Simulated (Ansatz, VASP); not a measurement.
# Ti: VASP beside Ansatz

The input INCAR:

```
  ALGO = Normal
  EDIFF = 1E-7
  ENCUT = 520
  GGA = PS
  ISIF = 2
  ISMEAR = -1
  LASPH = T
  LCHARG = F
  LREAL = F
  LWAVE = F
  NBANDS = 12
  NELM = 80
  PREC = Accurate
  SIGMA = 0.05
```

KPOINTS

```
k-points
0
Gamma
  11 11 11
```

Contents of POSCAR:

```
Ti
1.0
    0.0000000000      2.0025642044      2.0025642044
    2.0025642044      0.0000000000      2.0025642044
    2.0025642044      2.0025642044      0.0000000000
Ti
1
Direct
    0.0000000000      0.0000000000      0.0000000000
```

Contents of input.yaml:

```yaml
crystal:
  lattice:
    - [0.0, 2.0025642044, 2.0025642044]
    - [2.0025642044, 0.0, 2.0025642044]
    - [2.0025642044, 2.0025642044, 0.0]
  atoms:
    - { symbol: Ti, position: [0.0, 0.0, 0.0] }
hamiltonian:
  xc: pbesol
  pseudopotentials: { kind: paw }
kpoints:
  mp_grid: { grid: [11, 11, 11] }
scf:
  occupations: { method: fermi_dirac, width: 0.05 }
output:
  forces: true
  stress: true
  eigenvalues: true
  write_density: true
  write_potential: true
  elf: true
  volumetric_format: npy
```

Change from the starting cell: volume scaled by 0.96.

Alike in both runs: task single point; functional PBEsol; k mesh 11 × 11 × 11; occupations fermi-dirac, width 0.05 eV; no spin polarisation.

```csv
,VASP,Ansatz
version,VASP 6.6.1,Ansatz 0.2.0
potentials or method,"VASP PAW PBE potentials, release 64 (Ti_sv)",Ansatz PAW
plane-wave cutoff (eV),520,420
valence electrons in the cell,12,12
```

```csv
,VASP,Ansatz,Ansatz less VASP
gap on the k mesh at the Fermi level (eV),none,none,-
pressure (GPa),4.0,4.4,+0.36
```

A gap of «none» marks a metal or a gap that the smearing closes. The functional is the same, so the differences come from potentials, cutoffs and numerics.

Caveats: the PAW data sets were made with another functional, which shifts forces and pressure a little (VASP); the PAW data sets come from PBE, with cores solved anew for the run's functional, which leaves a small shift of forces and pressure (Ansatz).
